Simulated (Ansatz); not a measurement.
# N (Pa-3) in Ansatz: Born charges and dielectric tensor with PBE

Aim: the Born charges and dielectric tensor of N with PBE.

Program: Ansatz 0.2.0. These are calculated values, not measurements. Logs are shortened: lines on timing, memory, paths and dates and some standing lists are left out, and cuts for length are marked.

### Step 1. Starting point

The structure is cubic, space group Pa-3 (No. 205). Conventional cell: a = 5.561 Å, b = 5.561 Å, c = 5.561 Å, α = 90.00°, β = 90.00°, γ = 90.00°. Around N (site symmetry 3) lie 1 N at 1.11 Å.

### Step 2. Born charges and dielectric tensor, PBE

input.yaml

```yaml
crystal:
  lattice:
    - [5.56051766, 0.0, 0.0]
    - [0.0, 5.56051766, 0.0]
    - [0.0, 0.0, 5.56051766]
  atoms:
    - { symbol: "N", position: [0.05739733, 0.44260267, 0.55739733] }
    - { symbol: "N", position: [0.44260267, 0.55739733, 0.05739733] }
    - { symbol: "N", position: [0.55739733, 0.05739733, 0.44260267] }
    - { symbol: "N", position: [0.94260267, 0.94260267, 0.94260267] }
    - { symbol: "N", position: [0.94260267, 0.55739733, 0.44260267] }
    - { symbol: "N", position: [0.55739733, 0.44260267, 0.94260267] }
    - { symbol: "N", position: [0.44260267, 0.94260267, 0.55739733] }
    - { symbol: "N", position: [0.05739733, 0.05739733, 0.05739733] }
hamiltonian:
  xc: pbe
  pseudopotentials: { kind: paw }
kpoints:
  mp_grid: { grid: [4, 4, 4] }
scf:
  occupations: { method: fixed }
output:
  eigenvalues: true
dielectric:
  method: response
```

Potentials or basis: Ansatz PAW.

The run is started by

```console
ansatz run input.yaml --threads 4 --pin off --max-ram 11264MiB --backend cpu --events-out ev --progress --plain --runs-dir out
```

What it wrote:

```text
Warning: RAYON_NUM_THREADS=4 ignored (pool sized by the plan → 4); use --threads N
Engine: ansatz 0.2.0, aarch64-unknown-linux-gnu
Pseudopotentials: kind: paw
Pseudopotential: N, paw, valence charge 5, recommended cutoff 420 eV (normal), N.paw.azcp
Functional definition: PBE
  parameter kappa = 0.804
  parameter beta = 0.06672455060314922
  exchange = pbe_x(kappa = kappa, mu = beta*pi^2/3)
  correlation = pbe_c(beta = beta)
Crystal: 8 atoms, lattice volume = 171.928 Å³
Basis set: ecut = 420 eV, 3407 PW (Γ), exchange–correlation on 80×80×80 points (8 copies of the dense FFT grid, shifted against one another)
Bands: 28, of which v1, the nominal top of the filled ones, is band 20 counted from 1 (19 counted from 0)
Symmetry: 24 space group operations
k-points: 27 of 64 (irreducible under 4 space group operations, time reversal used)
Non-local potential: N, projectors of the file, l = 0: 2, l = 1: 2, l = 2: 1
PAW form: soft (Blöchl's): semilocal exchange-correlation on the pseudo side does not see the compensation charge
PAW one-centre angular grid: N, 110 points (default); XC on 64 Gauss nodes
Initial density: superposition of atomic densities (neutral atoms: chi_scale 0, normalization atom), corrected by the library's trained network
Initial wavefunctions: pseudopotential atomic-orbital guess
Functional: x = pbe(κ = 0.804, μ = 0.2195149727645171), c = pbe(β = 0.06672455060314922)
SCF iter   1: F=—  HF=-3072.079563 eV  |F-HF|=—  |Δ(HF+E_count)|=         —  Δρ=3.25e-3  dr2=1.61e-2  ethr=1.77e-3  ⟨swp⟩=3.3  Hψ=2892  notcnv=0  defer=42
preconditioner: auto → Resta (q_TF=auto, 2.140 Å⁻¹)  ε∞=2.9  [insulator: Δε(μ)=7.247 eV  Ē_g=12.952 eV  n_scr=26 (ndim 8)  ℏωp=17.9 eV  f_vac=0.245  ε∞_Penn≈2.9]
SCF iter   2: F=—  HF=-3072.099644 eV  |F-HF|=—  |Δ(HF+E_count)|=   2.01e-2  Δρ=1.44e-3  dr2=2.88e-3  ethr=4.04e-5  ⟨swp⟩=2.1  Hψ=1386  notcnv=0  defer=143
SCF iter   3: F=—  HF=-3072.101679 eV  |F-HF|=—  |Δ(HF+E_count)|=   2.03e-3  Δρ=4.27e-4  dr2=1.66e-4  ethr=7.19e-6  ⟨swp⟩=2.0  Hψ=1221  notcnv=0  defer=143
SCF iter   4: F=—  HF=-3072.101775 eV  |F-HF|=—  |Δ(HF+E_count)|=   9.59e-5  Δρ=5.60e-5  dr2=5.29e-6  ethr=4.15e-7  ⟨swp⟩=2.6  Hψ=1184  notcnv=0  defer=79
SCF iter   5: F=—  HF=-3072.101777 eV  |F-HF|=—  |Δ(HF+E_count)|=   2.82e-6  Δρ=1.50e-5  dr2=3.50e-7  ethr=1.32e-8  ⟨swp⟩=2.0  Hψ=1148  notcnv=0  defer=40
SCF iter   6: F=—  HF=-3072.101778 eV  |F-HF|=—  |Δ(HF+E_count)|=   3.88e-7  Δρ=3.08e-6  dr2=1.11e-8  ethr=8.74e-10  ⟨swp⟩=2.0  Hψ=1148  notcnv=0  defer=40
SCF iter   7: F=—  HF=-3072.101778 eV  |F-HF|=—  |Δ(HF+E_count)|=   3.72e-9  Δρ=6.34e-7  dr2=3.63e-10  ethr=2.77e-11  ⟨swp⟩=2.0  Hψ=1148  notcnv=0  defer=40
SCF iter   8: F=-3072.101778 eV  HF=-3072.101778 eV  |F-HF|=5.46e-12  |Δ(HF+E_count)|=  2.11e-10  Δρ=8.55e-8  dr2=6.58e-12  ethr=1.00e-12  ⟨swp⟩=6.2  Hψ=2346  notcnv=0
SCF 1 converged in 8 iterations: F = -3072.101778 eV  dr2 = 6.58e-12
DFPT response loops at Γ: preconditioner auto → none (the input reference at scf.mixing.eps_inf says where Resta's filter doesn't serve); β = 0.50; Broyden in place of MSR1
SCF converged after 8 iterations
Free energy (F): -3072.101778 eV
Harris-Foulkes:  -3072.101778 eV  (|F-HF|=5.46e-12)
Internal energy: -3072.101778 eV  (E = F + TS)
E sigma→0 (E₀):  -3072.101778 eV
Fermi energy:    -5.359561 eV
--- Per-component energies (eV) ---
  E_band       = -413.385689
  E_kinetic    = 1002.328069
  E_local      = -2911.440191  (includes V_loc(G=0)·N_el)
  E_nonlocal   = 383.519154
  E_hartree    = 924.391479
  E_xc         = -460.723608
  E_vxc        = -582.723955  (∫ρ·V_xc dr)
  E_paw        = -1018.406790  (= ΣΔE_a)
  E_vpaw       = -153.852479  (= ΣTr[D̂ρ^β])
  E_aug_tail   = 0.000706  (compensation charges beyond the density's cutoff)
  E_ewald      = -991.770596
  E_smearing   = -0.000000  (= −TS)
  E_closure    = -0.000000  (closes the sum)
  Σ components = -3072.101778   (vs F -3072.101778, Δ=0.00e0)
--- Band table (eV; the first three rows and the last of 27) ---
  k-point 0: bands = ["-23.4678", "-23.3999", "-23.3999", "-23.3999", "-8.9789", "-8.9789", "-8.9789", "-8.7878", "-7.0486", "-7.0486", "-7.0486", "-6.8413", "-6.8413", "-6.6488", "-6.6488", "-6.6488", "-6.3221", "-5.3893", "-5.3893", "-5.3893", "1.9216", "1.9216", "1.9216", "2.8249", "2.8249", "2.8249", "3.1268", "3.1268"]
  k-point 1: bands = ["-23.4578", "-23.4098", "-23.3997", "-23.3996", "-8.9716", "-8.9697", "-8.9495", "-8.8144", "-7.0824", "-7.0516", "-7.0332", "-6.8862", "-6.8215", "-6.8167", "-6.6960", "-6.6843", "-6.0233", "-5.4520", "-5.3744", "-5.3739", "2.0376", "2.0482", "2.1170", "2.7661", "2.7793", "2.8723", "2.9851", "3.0863"]
  k-point 2: bands = ["-23.4338", "-23.4338", "-23.3996", "-23.3996", "-8.9624", "-8.9624", "-8.8807", "-8.8807", "-7.1061", "-7.1061", "-6.9746", "-6.9746", "-6.7985", "-6.7985", "-6.7609", "-6.7609", "-5.6656", "-5.6656", "-5.3596", "-5.3596", "2.1968", "2.1968", "2.5743", "2.5743", "2.6885", "2.6885", "2.9822", "2.9822"]
  k-point 26: bands = ["-23.4163", "-23.4163", "-23.4163", "-23.4163", "-8.9770", "-8.9770", "-8.9770", "-8.9770", "-7.0382", "-7.0382", "-7.0382", "-7.0382", "-6.6441", "-6.6441", "-6.6441", "-6.6441", "-5.6064", "-5.6064", "-5.6064", "-5.6064", "2.5731", "2.5731", "2.5731", "2.5731", "2.7781", "2.7781", "2.7781", "2.7781"]
--- Dielectric response (ions clamped): 1 representative field direction + reference, on 27 of 64 k-points (Σ response iterations 8) ---
  k mesh reduced under 4 symmetry operations, with k and −k counted as one. Each operation leaves every solved perturbation unchanged. A smaller set is not considered because the run solves the response to a homogeneous field
  ε∞ (high-frequency dielectric tensor):
        1.629240     0.000000     0.000000
        0.000000     1.629240     0.000000
        0.000000     0.000000     1.629240
  Born effective charges Z* (e; rows j = field, columns β = displacement):
    site 0:
         0.00000    0.00481   -0.00280
         0.00280    0.00000    0.00481
        -0.00481    0.00280    0.00000
    site 1:
         0.00000    0.00481    0.00280
         0.00280    0.00000   -0.00481
         0.00481   -0.00280    0.00000
    site 2:
         0.00000   -0.00481    0.00280
        -0.00280    0.00000    0.00481
         0.00481    0.00280    0.00000
    site 3:
         0.00000   -0.00481   -0.00280
        -0.00280    0.00000   -0.00481
        -0.00481   -0.00280    0.00000
    site 4:
         0.00000    0.00481   -0.00280
         0.00280    0.00000    0.00481
        -0.00481    0.00280    0.00000
    site 5:
         0.00000    0.00481    0.00280
         0.00280    0.00000   -0.00481
         0.00481   -0.00280    0.00000
    site 6:
         0.00000   -0.00481    0.00280
        -0.00280    0.00000    0.00481
         0.00481    0.00280    0.00000
    site 7:
         0.00000   -0.00481   -0.00280
        -0.00280    0.00000   -0.00481
        -0.00481   -0.00280    0.00000
  Z* charge neutrality: 6.477e-5 e pre-enforcement
  k-mesh period / interband length: 22.2 Å / 0.61 Å = 36.72 at k = (0.0000, 0.0000, -0.5000), direct gap 7.556 eV — 14 or more, which is no proof of convergence
```

Run time: 7.9 s. Hardware: 4 threads of Arm Neoverse V2, shared host; peak memory 0.72 GiB.

Results:

```yaml
Free_energy: -3072.1018 eV
Band_gap_on_the_k_mesh: 7.28 eV, indirect (least direct gap 7.31 eV)
Electronic_dielectric_tensor_diagonal: 1.63
Born_charges_mean_of_the_diagonal: N +0.00 e
```

Electronic dielectric tensor:
```
1.63 0.00 0.00
0.00 1.63 0.00
0.00 0.00 1.63
```

Born effective charge tensors (e):
atom 1, N
```
0.00 0.00 0.00
0.00 0.00 0.00
0.00 0.00 0.00
```
atom 2, N
```
0.00 0.00 0.00
0.00 0.00 0.00
0.00 0.00 0.00
```
atom 3, N
```
0.00 0.00 0.00
0.00 0.00 0.00
0.00 0.00 0.00
```
atom 4, N
```
0.00 0.00 0.00
0.00 0.00 0.00
0.00 0.00 0.00
```
atom 5, N
```
0.00 0.00 0.00
0.00 0.00 0.00
0.00 0.00 0.00
```
atom 6, N
```
0.00 0.00 0.00
0.00 0.00 0.00
0.00 0.00 0.00
```
atom 7, N
```
0.00 0.00 0.00
0.00 0.00 0.00
0.00 0.00 0.00
```
atom 8, N
```
0.00 0.00 0.00
0.00 0.00 0.00
0.00 0.00 0.00
```
